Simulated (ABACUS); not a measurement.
Here is an ABACUS 3.10.1 calculation.

INPUT

```
INPUT_PARAMETERS
suffix              Ge
calculation         scf
basis_type          pw
pseudo_dir          ./
symmetry            1
dft_functional      GGA_X_RPW86+GGA_C_PBE
ecutwfc             79
pseudo_rcut         10
nspin               1
nbands              24
ks_solver           dav
smearing_method     fd
smearing_sigma      0.00367493
scf_thr             1e-08
scf_nmax            100
mixing_type         broyden
mixing_beta         0.7
cal_force           1
cal_stress          1
out_chg             1
out_pot             2
out_elf             1
```

File STRU:

```
ATOMIC_SPECIES
Ge 72.6300 Ge.upf

LATTICE_CONSTANT
7.5601949712

LATTICE_VECTORS
0.0000000000 0.7071067812 0.7071067812
0.7071067812 0.0000000000 0.7071067812
0.7071067812 0.7071067812 0.0000000000

ATOMIC_POSITIONS
Cartesian

Ge
0.0
2
1.0606601718 1.0606601718 1.0606601718 1 1 1
0.7071067812 0.7071067812 0.7071067812 1 1 1
```

File KPT:

```
K_POINTS
0
Gamma
6 6 6 0 0 0
```

Potentials or basis: Ansatz NC PBE, plane waves.

Run with:

```console
$ OMP_NUM_THREADS=1 mpirun -np 4 abacus > log
```

**Question.** What does it give for the band gap on the k mesh?

**Answer.** None (metal or under the smearing width).

**Question.** Estimate the pressure.

**Answer.** 6.3 GPa.

Caveat: the potentials were made for another functional, which shifts forces and pressure; this crystal is a semiconductor, whose small gap the functional closes, so the metal is an error of the method.

**Experimental background.**

From “Electronic and optical properties of SixGe1-x-ySny alloys lattice-matched to Ge”, 2021, arxiv:2109.02782, for a bulk crystal of Ge at 293 K: band gap 0.666 eV (indirect).

A measured gap of Ge is 0.666 eV (indirect; 293 K; “Electronic and optical properties of SixGe1-x-ySny alloys lattice-matched to Ge”, 2021, arxiv:2109.02782); the calculated 0.00 eV misses it by -0.67 eV. 3 values of this kind are on record (0.666 to 0.807 eV); this one was drawn at random among those near their median. Spin-orbit coupling on Ge is left out. The value is that of rPW86PBE on a finite k mesh, which can miss the band edges, without temperature or zero-point motion.
